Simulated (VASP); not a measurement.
Input of a VASP 6.6.1 run:

The input INCAR:

```
PREC     = Accurate       # precision mode
ENCUT    = 520            # plane-wave cutoff, eV
EDIFF    = 1E-7           # SCF threshold, eV
ISMEAR   = 0              # smearing method
SIGMA    = 0.1            # smearing width, eV
LREAL    = False          # projectors in reciprocal space
LASPH    = True           # aspherical terms in the spheres
NELM     = 100            # most SCF steps
ALGO     = Fast           # electronic algorithm
ISIF     = 2              # what is computed and relaxed
LWAVE    = False          # write WAVECAR
LCHARG   = False          # write CHGCAR
GGA      = PE             # functional
NBANDS   = 25             # bands
```

Contents of KPOINTS:

```
Automatic mesh
0
Gamma
  6 6 4
```

POSCAR

```
Zr
1.0
    4.1829782961      0.0000000000      0.0000000000
   -2.0914891481      3.6225654680      0.0000000000
    0.0000000000      0.0000000000      4.7457289016
Zr
3
Direct
    0.2254000000      0.0000000000      0.3333333333
    0.0000000000      0.2254000000      0.6666666667
    0.7746000000      0.7746000000      0.0000000000
```

Potentials or basis: VASP PAW PBE potentials, release 64 (Zr_sv).

Run with:

```console
$ cat potpaw_PBE.64/Zr_sv/POTCAR > POTCAR
$ mpirun -np 1 vasp_std > vasp.out
```

(1) What does it give for the largest force?

(2) What does it give for the pressure?

(3) Estimate the band gap on the k mesh.

Results:

(1) 4.439 eV/Å.

(2) 10.6 GPa.

(3) none (metal or under the smearing width).

Caveat: forces of over 1 eV/Å show positions far from the minimum, so gaps and moduli don't describe the material at rest.
